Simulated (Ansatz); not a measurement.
# Is this SiC5 stable against decomposition?

Level of theory: Ansatz 0.2.0, DFT PBE, scalar-relativistic, plane waves, PAW. All cells share a 420 eV cutoff and Γ-centred k meshes spaced at most about 0.3 Å⁻¹ (about 0.25 or finer for metals, 2π included). No spin polarisation.

Energies over the elements count from the elements' standard structures at the same level, with no fitted energy shifts.

These are static total energies at zero pressure. Weakly bound directions are ill-defined at this level, which has no dispersion term (SiC5 P6/mmm). The reference form of C is held partly by dispersion forces, which this level lacks.

The competitors are the elements and 2 reference phases of this chemical system (from databases or known types: Si7C, SiC), relaxed at the same level; other known phases may be missing.

The candidate was reached from: Si/C ordered on a cell of Si.

```cif
data_structure
_symmetry_space_group_name_H-M 'P6/mmm'
_symmetry_Int_Tables_number 191
_cell_length_a 3.2838
_cell_length_b 3.2838
_cell_length_c 8.5548
_cell_angle_alpha 90.000
_cell_angle_beta 90.000
_cell_angle_gamma 120.000
_cell_volume 79.89
loop_
_atom_site_label
_atom_site_type_symbol
_atom_site_symmetry_multiplicity
_atom_site_Wyckoff_symbol
_atom_site_fract_x
_atom_site_fract_y
_atom_site_fract_z
_atom_site_occupancy
Si1 Si 1 b 0.00000 0.00000 0.50000 1
C1 C 2 e 0.00000 0.00000 0.84918 1
C2 C 1 a 0.00000 0.00000 0.00000 1
C3 C 2 e 0.00000 0.00000 0.29922 1
```

Q: Is it stable, and against what?

A: Not stable. Its formation energy is 1.298 eV/atom. The lowest competing mixture at this composition is this:

```
phase       space group             source  share of atoms  ΔE_f (eV/atom)
    C                 -            element          0.6667         -0.0002
  SiC  P6_3mc (No. 186)  Materials Project          0.3333          -0.204
```

The lowest database cell of C (-0.0002) lies slightly below the reference, hence the non-zero entry.

The mixture lies at -0.068 eV/atom, and the candidate lies 1.37 eV/atom above it. The candidate matches no cell in the subsets of the Crystallography Open Database and the Materials Project at hand. The margin is far too high for a likely synthesis. It holds C–C units of three or more atoms (shortest 1.27 Å).
